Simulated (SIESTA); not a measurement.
**NiO2 in SIESTA: the effect of Hubbard term**

The system is NiO2.

```xyz
3
Lattice="1.4021 0.8095 6.9743 -1.4021 0.8095 6.9743 0.0000 -1.6190 6.9743" Properties=species:S:1:pos:R:3 pbc="T T T"
Ni    0.0000    0.0000    0.0000
O     0.0000    0.0000    7.9254
O     0.0000    0.0000   12.9975
```

The cell comes from a database or a generator and needn't be the stable form of this composition.

Alike in all runs:

```yaml
Program: SIESTA 5.4.2
Task: density of states
Functional: PBEsol
Potentials_or_basis: PseudoDojo 0.4 standard (PBEsol files)
Basis: DZP (energy shift 0.003 Ry; two zetas on semicore shells)
Grid_cutoff: 800 Ry
Energy_shift: 0.003 Ry
k_mesh: 8 × 8 × 8
Occupations: fermi-dirac, width 0.05 eV
Spin: collinear spin, ferromagnetic start
Starting_moments: "[1.0, 0.0, 0.0] μB"
Hubbard_projector_method: 1
U_from_the_first_cycle: yes
broadening_eV: 0.1 eV
window_from_eV: -25 eV
window_to_eV: 10 eV
```

```tsv
Hubbard term	gap on the mesh (eV)	pressure (GPa)	largest force (eV/Å)
none	?	?	?
Ni d U = 2 eV	1.55	-2.3	0.14
Ni d U = 4 eV	1.80	-2.5	0.12
Ni d U = 6 eV	1.81	-2.6	0.10
```

Task: What does the run with Hubbard term none give?

Result: gap on the mesh 1.19 eV; pressure -2.1 GPa; largest force 0.17 eV/Å.

Worked out: The gap on the mesh follows no smooth curve through the other rows. A straight line through the other rows of the pressure, of slope -0.075 GPa per eV, extrapolates to -2.2 GPa, against the run's -2.1. A straight line through the other rows of the largest force, of slope -0.01 eV/Å per eV, extrapolates to 0.16 eV/Å, against the run's 0.17.

Caveats: short orbitals over semicore shells can move pressures by several GPa; the basis of atomic orbitals isn't converged, which shifts pressures, moduli and gaps.

A k mesh can miss the band edges.
